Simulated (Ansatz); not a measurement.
Results of PBE-D3(BJ) (plane waves, PAW; Ansatz, a first-principles code) for wurtzite BeO.

Settings: plane-wave cutoff 520 eV, 18×18×8 k mesh (along the axes of the cell as run), Fermi–Dirac smearing 0.01 eV, scalar-relativistic PAW data made under PBE.

The cell is scaled about its equilibrium volume (c/a stays at 1.624):

Shape and atoms are relaxed at each volume.

```tsv
V (Å³/atom)	P (GPa)	direct gap at Γ (eV)
6.574	9.62	8.136
6.711	4.59	7.913
6.848	0.02	7.699
6.985	-4.14	7.494
7.122	-7.93	7.294
```

A straight line through the gaps at Γ against ln V gives a volume deformation potential dE_g(Γ)/d ln V of -10.5 eV: the gap at Γ widens under compression.

Measured, for comparison: band gap 11.29 eV (zero-point renormalisation of 699 meV (computed, non-adiabatic AHC, without the lattice-expansion part) added back here; inputs from Miglio et al. (2020), arXiv:2011.12765).

Note: the bulk modulus comes from volumes at which shape and atoms were relaxed.
